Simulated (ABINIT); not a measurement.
# NbP (I4_1md) in ABINIT: band structure with PBEsol

Aim: the band structure of NbP with PBEsol.

Program: ABINIT 10.8.3 (patched build). These are calculated values, not measurements. Logs are shortened: lines on timing, memory, paths and dates and some standing lists are left out, and cuts for length are marked. The log counts tension as positive stress, the text compression.

### 1 The structure

Symmetry: I4_1md, No. 109, tetragonal system. Conventional cell: a = 3.350 Å, b = 3.350 Å, c = 11.480 Å, α = 90.00°, β = 90.00°, γ = 90.00°. Around Nb (site symmetry 2mm) lie 6 P at 2.55 Å. P (site symmetry 2mm) has 6 Nb at 2.55 Å as nearest neighbours.

The cell is a database's computed one.

### 2 Band structure, PBEsol

The input, run.abi:

```
# Datasets: ground state, then fixed potential
ndtset 2

# Pseudopotentials
pp_dirpath "./"
pseudos "Nb.GGA_PBE-JTH.xml, P.GGA_PBE-JTH.xml"

# Structure
acell 6.209635874 6.209635874 6.209635874 Angstrom
rprim
    -0.2697297053     0.2697297053     0.9243872414
     0.2697297053    -0.2697297053     0.9243872414
     0.2697297053     0.2697297053    -0.9243872414
ntypat 2
znucl 41 15
natom 4
typat 1 1 2 2
xred
     0.2498808000     0.7498808000     0.5000000000
     0.4998808000     0.4998808000     0.0000000000
     0.8327477700     0.3327477700     0.5000000000
     0.0827477700     0.0827477700     0.0000000000

# Plane-wave basis
ecut 20.0
pawecutdg 40.0
pawxcdev 0

# Exchange and correlation
ixc -116133

# Bands and occupations
occopt 3
tsmear 0.05 eV

# SCF cycle
nstep 100

# Output
iomode 3
prtwf 0
prteig 0
prtebands 0
enunit 1
prtden1 1

# Dataset 1
kptopt1 1
ngkpt1 11 11 11
nshiftk1 1
shiftk1 0.0 0.0 0.0
nband1 22
tolvrs1 1.0e-9

# Dataset 2: bands along G-X-Y-S-G-Z-S1-N-P-Y1-Z
iscf2 -2
getden2 1
nband2 28
nbdbuf2 4
tolwfr2 1.0e-11
kptopt2 -10
ndivsm2 8
prteig2 1
kptbounds2
     0.0000000000     0.0000000000     0.0000000000
    -0.5000000000     0.5000000000     0.0000000000
    -0.5000000000     0.5000000000    -0.0425715708
    -0.2712857854     0.2712857854    -0.2712857854
     0.0000000000     0.0000000000     0.0000000000
     0.5000000000     0.5000000000    -0.5000000000
     0.2712857854     0.7287142146    -0.7287142146
     0.0000000000     0.5000000000    -0.5000000000
    -0.2500000000     0.7500000000    -0.2500000000
     0.0425715708     0.9574284292    -0.5000000000
     0.5000000000     0.5000000000    -0.5000000000
```

Potentials or basis: JTH PAW PBE v2.0.

Started as:

```
$ abinit run.abi > log 2>&1
```

run.abo:

```text
.Version 10.8.3 of ABINIT
 DATASET    1 : space group I4_1 m d (#109); Bravais tI (body-center tetrag.)
================================================================================
 Values of the parameters that define the memory need for DATASET  1.
     intxc =       0    ionmov =       0      iscf =      17    lmnmax =      18
     lnmax =       6     mgfft =      48  mpssoang =       3    mqgrid =    3001
     natom =       4  nloc_mem =       2    nspden =       1   nspinor =       1
    nsppol =       1      nsym =       8    n1xccc =       1    ntypat =       2
    occopt =       3   xclevel =       2
       mpw =        1881          nfft =      110592          nkpt =         126
 PAW method is used; the additional fine FFT grid is defined by:
   mgfftf=        72    nfftf =    373248
================================================================================
================================================================================

 DATASET    2 : space group I4_1 m d (#109); Bravais tI (body-center tetrag.)
================================================================================
 Values of the parameters that define the memory need for DATASET  2.
     intxc =       0    ionmov =       0      iscf =      -2    lmnmax =      18
     lnmax =       6     mgfft =      48  mpssoang =       3    mqgrid =    3001
     natom =       4  nloc_mem =       2    nspden =       1   nspinor =       1
    nsppol =       1      nsym =       8    n1xccc =       1    ntypat =       2
    occopt =       3   xclevel =       2
       mpw =        1882          nfft =      110592          nkpt =         529
 PAW method is used; the additional fine FFT grid is defined by:
   mgfftf=        72    nfftf =    373248
================================================================================
================================================================================

--------------------------------------------------------------------------------
------------- Echo of variables that govern the present computation ------------
--------------------------------------------------------------------------------
 -outvars: echo values of preprocessed input variables --------
            acell      1.1734511143E+01  1.1734511143E+01  1.1734511143E+01 Bohr
              amu      9.29063800E+01  3.09737620E+01
             ecut      2.00000000E+01 Hartree
           enunit           1
           getden1          0
           getden2          1
             iscf1         17
             iscf2         -2
                       outvar_i_n : Printing only first  50 k-points.
              ixc     -116133
           jdtset        1    2
                       outvar_i_n : Printing only first  50 k-points.
           kptopt1          1
           kptopt2        -10
         kptrlatt       11    0    0      0   11    0      0    0   11
          kptrlen1     6.96332171E+01
          kptrlen2     3.00000000E+01
            natom           4
            nband1         22
            nband2         28
           nbdbuf1          0
           nbdbuf2          4
           ndtset           2
           ndivsm1          0
           ndivsm2          8
            ngfft          48      48      48
          ngfftdg          72      72      72
             nkpt1        126
             nkpt2        529
            nstep         100
             nsym           8
           ntypat           2
                       prtocc : prtvol=0, do not print more k-points.
           occopt           3
        pawecutdg      4.00000000E+01 Hartree
         pawxcdev           0
        prtebands           0
           prteig1          0
           prteig2          1
            prtwf           0
            rprim     -2.6972970530E-01  2.6972970530E-01  9.2438724140E-01
                       2.6972970530E-01 -2.6972970530E-01  9.2438724140E-01
[... 253 lines left out ...]

 Real(R)+Recip(G) space primitive vectors, cartesian coordinates (Bohr,Bohr^-1):
 R(1)= -3.1651462  3.1651462 10.8472324  G(1)=  0.0000000  0.1579706  0.0460947
 R(2)=  3.1651462 -3.1651462 10.8472324  G(2)=  0.1579706  0.0000000  0.0460947
 R(3)=  3.1651462  3.1651462-10.8472324  G(3)=  0.1579706  0.1579706  0.0000000
 Unit cell volume ucvol=  4.3467683E+02 bohr^3
 Angles (23,13,12)=  1.48703633E+02  1.48703633E+02  4.48477262E+01 degrees

 Coarse grid specifications (used for wave-functions):

 getcut: wavevector=  0.0000  0.0000  0.0000  ngfft=  48  48  48
         ecut(hartree)=     20.000   => boxcut(ratio)=   2.03490

 Fine grid specifications (used for densities):

 getcut: wavevector=  0.0000  0.0000  0.0000  ngfft=  72  72  72
         ecut(hartree)=     40.000   => boxcut(ratio)=   2.15550
--------------------------------------------------------------------------------

================================================================================
 Non-SCF case, kpt    1 (  0.00000  0.00000  0.00000), residuals and eigenvalues=
  7.44E-12  1.55E-12  9.87E-12  3.67E-12  2.56E-12  3.14E-12  6.69E-12  4.18E-12
  5.02E-12  2.65E-12  1.90E-12  5.94E-12  4.28E-12  4.45E-12  9.72E-12  4.49E-12
  1.98E-12  2.24E-12  5.50E-12  9.82E-12  8.52E-12  3.10E-12  7.51E-12  7.53E-12
  9.38E-12  2.91E-12  3.47E-10  3.92E-09
 -1.5542E+00 -1.5528E+00 -6.8304E-01 -6.7568E-01 -6.7568E-01 -6.7033E-01
 -6.7033E-01 -6.6890E-01 -5.4579E-03  8.3362E-02  2.3438E-01  3.5011E-01
  3.7963E-01  3.7963E-01  3.8244E-01  3.9790E-01  4.1185E-01  4.1185E-01
  4.9204E-01  5.2018E-01  5.5846E-01  5.7699E-01  5.7699E-01  5.8633E-01
  6.1100E-01  6.1100E-01  6.7726E-01  6.8881E-01
 Non-SCF case, kpt    2 ( -0.00532  0.00532  0.00000), residuals and eigenvalues=
[... 5265 lines left out ...]
 -6.7003E-01 -6.7003E-01  3.0687E-02  3.0687E-02  3.1334E-01  3.1334E-01
  3.6160E-01  3.6160E-01  3.6366E-01  3.6366E-01  4.4260E-01  4.4260E-01
  5.0523E-01  5.0523E-01  5.4575E-01  5.4575E-01  5.9217E-01  5.9217E-01
  6.3344E-01  6.3344E-01  7.1017E-01  7.1018E-01
 Non-SCF case, kpt  529 (  0.50000  0.50000 -0.50000), residuals and eigenvalues=
  1.70E-12  7.79E-12  2.36E-12  4.81E-12  3.88E-12  3.98E-12  3.25E-12  6.70E-12
  2.43E-12  3.80E-12  1.84E-12  9.79E-12  2.26E-12  9.76E-12  2.29E-12  4.97E-12
  1.71E-12  3.78E-12  2.30E-12  5.90E-12  2.40E-12  8.16E-12  6.53E-12  4.03E-12
  3.16E-11  1.17E-10  9.19E-08  3.74E-06
 -1.5535E+00 -1.5535E+00 -6.7609E-01 -6.7609E-01 -6.7597E-01 -6.7597E-01
 -6.7002E-01 -6.7002E-01  3.0665E-02  3.0665E-02  3.1334E-01  3.1334E-01
  3.6239E-01  3.6239E-01  3.6288E-01  3.6288E-01  4.4266E-01  4.4266E-01
  5.0520E-01  5.0520E-01  5.4578E-01  5.4578E-01  5.9216E-01  5.9216E-01
  6.3345E-01  6.3345E-01  7.1009E-01  7.1009E-01

--- !ResultsGS
iteration_state: {dtset: 2, }
comment   : Summary of ground state results
lattice_vectors:
- [ -3.1651462,   3.1651462,  10.8472324, ]
- [  3.1651462,  -3.1651462,  10.8472324, ]
- [  3.1651462,   3.1651462, -10.8472324, ]
lattice_lengths: [  11.73451,   11.73451,   11.73451, ]
lattice_angles: [148.704, 148.704,  44.848, ] # degrees, (23, 13, 12)
lattice_volume:   4.3467683E+02
convergence: {deltae:  0.000E+00, res2:  0.000E+00, residm:  9.999E-12, diffor:  0.000E+00, }
etotal    :  -1.28528016E+02
entropy   :   0.00000000E+00
fermie    :   4.61306619E-01
cartesian_stress_tensor: null
pressure_GPa: null
xred      :
- [  2.4988E-01,   7.4988E-01,   5.0000E-01, Nb]
- [  4.9988E-01,   4.9988E-01,   1.7248E-18, Nb]
- [  8.3275E-01,   3.3275E-01,   5.0000E-01,  P]
- [  8.2748E-02,   8.2748E-02,   2.8552E-19,  P]
cartesian_forces: null
force_length_stats: {min: null, max: null, mean: null, }
...

 Integrated electronic density in atomic spheres:
 ------------------------------------------------
 Atom  Sphere_radius  Integrated_density
    1        2.22094         10.14283328
    2        2.22094         10.14283328
    3        1.60765          1.58961765
    4        1.60765          1.58961765

================================================================================

 ----iterations are completed or convergence reached----

 Mean square residual over all n,k,spin=   49.026E-13; max=  99.990E-13
 reduced coordinates (array xred) for    4 atoms
       0.249880800000      0.749880800000      0.500000000000
       0.499880800000      0.499880800000      0.000000000000
       0.832747770000      0.332747770000      0.500000000000
       0.082747770000      0.082747770000      0.000000000000

 cartesian coordinates (angstrom) at end:
    1      1.67492325431433    -0.00000000000000     2.86868564604359
    2      0.00000000000000    -0.00000000000000     5.73873973387626
    3     -0.00000000000000     1.67492325431433     3.82001639002282
    4      0.00000000000000    -0.00000000000000     0.94996230219015
 length scales= 11.734511143472 11.734511143472 11.734511143472 bohr
              =  6.209635874000  6.209635874000  6.209635874000 angstroms
 Eigenvalues (   eV  ) for nkpt= 529  k points:
 kpt#   1, nband= 28, wtk=  1.00000, kpt=  0.0000  0.0000  0.0000 (reduced coord)
 -42.29215  -42.25490  -18.58656  -18.38611  -18.38611  -18.24059  -18.24059  -18.20169
  -0.14852    2.26841    6.37785    9.52690   10.33014   10.33014   10.40684   10.82735
  11.20695   11.20695   13.38905   14.15488   15.19641   15.70073   15.70073   15.95483
  16.62619   16.62619   18.42914   18.74353
 kpt#   2, nband= 28, wtk=  1.00000, kpt= -0.0053  0.0053  0.0000 (reduced coord)
 -42.29214  -42.25489  -18.58652  -18.38619  -18.38617  -18.24068  -18.24065  -18.20167
  -0.14774    2.26867    6.37823    9.52556   10.32895   10.33058   10.40724   10.82602
  11.20645   11.20775   13.38770   14.15296   15.19594   15.69682   15.70262   15.95779
  16.62537   16.62858   18.43150   18.74812
 kpt#   3, nband= 28, wtk=  1.00000, kpt= -0.0106  0.0106  0.0000 (reduced coord)
 -42.29210  -42.25487  -18.58639  -18.38643  -18.38634  -18.24096  -18.24083  -18.20161
  -0.14540    2.26948    6.37939    9.52156   10.32553   10.33186   10.40827   10.82205
  11.20498   11.21015   13.38380   14.14719   15.19462   15.68565   15.70826   15.96617
  16.62299   16.63572   18.43856   18.76186
 kpt#   4, nband= 28, wtk=  1.00000, kpt= -0.0160  0.0160  0.0000 (reduced coord)
 -42.29204  -42.25483  -18.58619  -18.38684  -18.38665  -18.24141  -18.24113  -18.20151
[... 53 lines left out ...]
 kpt#  15, nband= 28, wtk=  1.00000, kpt= -0.0745  0.0745  0.0000 (reduced coord)
 -42.28977  -42.25356  -18.57882  -18.40163  -18.39768  -18.25683  -18.25205  -18.19934
   0.00180    2.31761    6.45799    9.29676   10.20656   10.27150   10.31263   10.67191
  11.22802   11.35560   13.15399   13.80522   15.20795   15.34614   15.96922   16.20369
  16.54465   17.00111   18.86607   19.51021
 kpt#  16, nband= 28, wtk=  1.00000, kpt= -0.0798  0.0798  0.0000 (reduced coord)
 -42.28942  -42.25337  -18.57772  -18.40385  -18.39933  -18.25902  -18.25370  -18.19917
   0.02362    2.32433    6.47059    9.26618   10.19292   10.23616   10.29263   10.66889
  11.24379   11.37521   13.12523   13.75845   15.21760   15.31449   15.99943   16.22691
  16.54045   17.04631   18.92691   19.60757
 kpt#  17, nband= 28, wtk=  1.00000, kpt= -0.0851  0.0851  0.0000 (reduced coord)
 -42.28905  -42.25317  -18.57656  -18.40620  -18.40107  -18.26132  -18.25545  -18.19901
   0.04682    2.33137    6.48424    9.23409   10.17790   10.19764   10.26829   10.66956
  11.26217   11.39548   13.09636   13.70986   15.22878   15.28295   16.03016   16.25044
  16.53720   17.09269   18.99097   19.70853
 kpt#  18,
```

Run time: 19 min. Hardware: 1 thread of Arm Neoverse V2, shared host; peak memory 0.65 GiB.

What came out:

```yaml
Free_energy: -3497.4255 eV
Pressure: -6.6 GPa
Largest_force: 0.018 eV/Å
Band_gap_on_the_k_mesh: none (metal or under the smearing width)
Valence_electrons_inside_the_program's_atomic_spheres: Nb 10.14; P 1.59
```

Forces on the atoms (eV/Å):
```
Nb   0.000  0.000  0.018
Nb   0.000  0.000  0.018
P    0.000  0.000 -0.018
P    0.000  0.000 -0.018
```

Levels at the corners of the path, in eV from the Fermi level:
| point | band 14 | band 15 | band 16 | band 17 | band 18 | band 19 | band 20 | band 21 | band 22 | band 23 |
| --- | --- | --- | --- | --- | --- | --- | --- | --- | --- | --- |
| Γ | -2.22 | -2.15 | -1.73 | -1.35 | -1.35 | 0.84 | 1.60 | 2.64 | 3.15 | 3.15 |
| X | -4.63 | -2.84 | -2.84 | -0.44 | -0.44 | 2.96 | 2.96 | 3.06 | 3.06 | 4.01 |
| Y | -4.57 | -2.81 | -2.81 | -0.48 | -0.48 | 2.75 | 2.75 | 3.13 | 3.13 | 3.99 |
| S | -3.17 | -2.28 | -2.19 | -1.47 | -0.15 | 0.13 | 1.63 | 2.38 | 2.67 | 3.16 |
| Γ | -2.22 | -2.15 | -1.73 | -1.35 | -1.35 | 0.84 | 1.60 | 2.64 | 3.15 | 3.15 |
| Z | -2.69 | -2.68 | -2.68 | -0.51 | -0.51 | 1.19 | 1.19 | 2.30 | 2.30 | 3.56 |
| S1 | -3.17 | -2.28 | -2.19 | -1.47 | -0.15 | 0.13 | 1.63 | 2.38 | 2.67 | 3.16 |
| N | -3.20 | -2.30 | -1.87 | -1.52 | -0.12 | 0.07 | 1.31 | 2.43 | 2.63 | 3.27 |
| P | -4.54 | -2.88 | -2.88 | -0.42 | -0.42 | 2.97 | 2.97 | 3.04 | 3.04 | 4.02 |
| Y1 | -4.57 | -2.81 | -2.81 | -0.48 | -0.48 | 2.75 | 2.75 | 3.13 | 3.13 | 3.99 |
| Z | -2.69 | -2.68 | -2.68 | -0.51 | -0.51 | 1.19 | 1.19 | 2.30 | 2.30 | 3.56 |

Caveat: the PAW data sets were made with another functional, which shifts forces and pressure a little.
